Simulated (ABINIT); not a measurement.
MgO: band structure with PBE

MgO:

```
Mg O
1.0
     2.93802    0.00000    0.00000
    -1.46901    2.54440    0.00000
     0.00000    0.00000    2.67968
Mg O
1 1
Direct
  0.00000 0.00000 0.00000
  0.33333 0.66667 0.50000
```

Measurements of this composition are mostly on another form, of space group No. 225.

```yaml
Program: ABINIT 10.8.3 (patched build)
Task: band structure
Functional: PBE
Potentials_or_basis: JTH PAW PBE v2.0
Cutoff: 626 eV
k_mesh: 10 × 10 × 10
Occupations: fermi-dirac, width 0.05 eV
Spin: no spin polarisation
Fine-grid_cutoff: 1224.51 eV
```

```yaml
Pressure: 0.1 GPa
Band_gap_on_the_k_mesh: 3.01 eV, indirect (least direct gap 3.40 eV)
Band_gap_along_the_path: 3.00 eV, indirect (least direct gap 3.40 eV)
Valence_electrons_inside_the_program's_atomic_spheres: Mg 8.26; O 4.58
```

Stress tensor (GPa, compression positive):
```
0.04 0.00 0.00
0.00 0.04 0.00
0.00 0.00 0.13
```

Levels at the corners of the path, in eV from the valence-band top:
| point | band 5 | band 6 | band 7 | band 8 | band 9 | band 10 | band 11 | band 12 |
| --- | --- | --- | --- | --- | --- | --- | --- | --- |
| Γ | -17.43 | -0.60 | -0.60 | -0.40 | 3.00 | 11.87 | 15.59 | 15.59 |
| M | -16.38 | -4.86 | -1.31 | -0.05 | 6.61 | 10.55 | 13.09 | 17.86 |
| K | -16.24 | -3.68 | -3.65 | 0.00 | 8.46 | 11.30 | 11.53 | 19.45 |
| Γ | -17.43 | -0.60 | -0.60 | -0.40 | 3.00 | 11.87 | 15.59 | 15.59 |
| A | -16.33 | -5.34 | -0.10 | -0.10 | 8.28 | 9.02 | 17.56 | 17.56 |
| L | -15.65 | -3.69 | -3.33 | -0.82 | 5.84 | 11.42 | 14.01 | 14.87 |
| H | -15.55 | -3.49 | -2.48 | -2.46 | 6.37 | 10.52 | 13.45 | 14.74 |
| A | -16.33 | -5.34 | -0.10 | -0.10 | 8.28 | 9.02 | 17.56 | 17.56 |

It took 27 s on 1 thread of Arm Neoverse V1, with other jobs on the host, peak memory 0.11 GiB.

A hybrid or GW would open this gap; PBE tends to underestimate it.
